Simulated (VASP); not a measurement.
Write the native input for VASP 6.6.1 that does the following.

| Item | Value |
| --- | --- |
| Task | single point |
| Functional | PBEsol |
| Potentials or basis | VASP PAW PBE potentials, release 64 (In_d, As) |
| Cutoff | 520 eV |
| k mesh | 6 × 5 × 1 |
| Occupations | gaussian, width 0.03 eV |
| Spin | no spin polarisation |
| Dipole correction | yes |
| Further INCAR settings | ALGO = Fast; EDIFF = 1e-06 |

The structure of InAs lies in POSCAR:

```
InAs
1.0
    4.3069223500      0.0000000000      0.0000000000
    0.0000000000      6.0909080000      0.0000000000
    0.0000000000      0.0000000000     27.9207670500
In As
7 7
Direct
    0.5000000000      0.5000000000      0.2686172600
    0.0000000000      0.0000000000      0.3457448400
    0.5000000000      0.5000000000      0.4228724200
    0.0000000000      0.0000000000      0.5000000000
    0.5000000000      0.5000000000      0.5771275800
    0.0000000000      0.0000000000      0.6542551600
    0.5000000000      0.5000000000      0.7313827400
    0.0000000000      0.7500000000      0.2686172600
    0.5000000000      0.2500000000      0.3457448400
    0.0000000000      0.7500000000      0.4228724200
    0.5000000000      0.2500000000      0.5000000000
    0.0000000000      0.7500000000      0.5771275800
    0.5000000000      0.2500000000      0.6542551600
    0.0000000000      0.7500000000      0.7313827400
```

The input as run:

INCAR

```
PREC = Accurate
ENCUT = 520
EDIFF = 1E-6
ISMEAR = 0
SIGMA = 0.03
LREAL = F
LASPH = T
NELM = 80
ALGO = Fast
ISIF = 2
LWAVE = F
LCHARG = F
LDIPOL = T
IDIPOL = 3
DIPOL = 0.5 0.5 0.500
GGA = PS
LVHAR = T
LVACPOTAV = T
ICORELEVEL = 1
```

KPOINTS

```
regular mesh
0
Gamma
  6 5 1
```

Potentials or basis: VASP PAW PBE potentials, release 64 (In_d, As).

Command:

```console
$ cat potpaw_PBE.64/In_d/POTCAR potpaw_PBE.64/As/POTCAR > POTCAR
$ mpirun -np 4 vasp_std > vasp.out
```

Results of the run:

```
Largest force                          : 1.382 eV/Å
Band gap on the k mesh                 : 0.25 eV, direct
Ionisation potential of the upper face : 4.64 eV
```

Caveat: the PAW data sets were made with another functional, which shifts forces and pressure a little; spin-orbit coupling is left out, which moves the levels of the heavy elements.

Wall time 9.1 min on 4 MPI ranks on Intel(R) Xeon(R) Platinum 8488C (Sapphire Rapids), with other jobs on the host, peak memory 0.41 GiB a rank.
